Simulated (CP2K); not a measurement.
Runs of CP2K 2026.2 on TePb. It takes space group Fm-3m (No. 225, cubic). Conventional cell: a = 6.462 Å, b = 6.462 Å, c = 6.462 Å, α = 90.00°, β = 90.00°, γ = 90.00°. Pb (site symmetry m-3m) is surrounded by 6 Te at 3.23 Å. Te (site symmetry m-3m) has 6 Pb at 3.23 Å as nearest neighbours. 

```tsv
task	level	potentials or basis	spin	cell	smearing	EPS_DEFAULT	k points reduced by the point group	NGRIDS	points a segment of the path (NPOINTS)	bands added on the path	pressure (GPa)
single point	PBEsol	POTENTIAL_UZH Pb GTH-PBE-q4, Te GTH-PBE-q6; TZVP-MOLOPT-PBE-GTH basis	off	as given	fermi-dirac 0.05 eV	1.0E-10	yes	4	-	-	1.6
band structure	LDA	GTH_POTENTIALS Pb GTH-PADE-q4, Te GTH-PADE-q6; TZVP-MOLOPT-PBE-GTH basis	off	as given	fermi-dirac 0.05 eV	1.0E-9	yes	4	10	2	-2.2
single point	PBE	POTENTIAL_UZH Pb GTH-PBE-q4, Te GTH-PBE-q6; TZVP-MOLOPT-PBE-GTH basis	off	the cell as VASP's run set it	gaussian 0.02 eV	1.0E-10	yes	5	-	-	2.7
band structure	PBEsol	POTENTIAL_UZH Pb GTH-PBE-q4, Te GTH-PBE-q6; TZVP-MOLOPT-PBE-GTH basis	off	as given	fermi-dirac 0.05 eV	1.0E-9	yes	5	8	4	1.6
band structure	PBEsol	POTENTIAL_UZH Pb GTH-PBE-q4, Te GTH-PBE-q6; TZVP-MOLOPT-PBE-GTH basis	off	as given	fermi-dirac 0.01 eV	1.0E-9	yes	5	10	4	1.6
band structure	PBE	GTH_SOC_POTENTIALS Pb GTH-PBE-q4, Te GTH-PBE-q6; TZVP-MOLOPT-PBE-GTH basis	SOC, no magnetisation	as given	fermi-dirac 0.05 eV	1.0E-9	-	5	8	4	(a)
band structure	PBE	POTENTIAL_UZH Pb GTH-PBE-q4, Te GTH-PBE-q6; TZVP-MOLOPT-PBE-GTH basis	off	as given	fermi-dirac 0.05 eV	1.0E-9	yes	5	8	4	2.7
```

Alike in all rows: k mesh 7 × 7 × 7.

Task: Fill in the values left out.

Result: (a) 2.0.

Caveats: the basis of atomic orbitals isn't converged, which shifts pressures, moduli and gaps; the potentials were made for another functional, which shifts forces and pressure (some runs).

Not every run made on this cell is shown here.
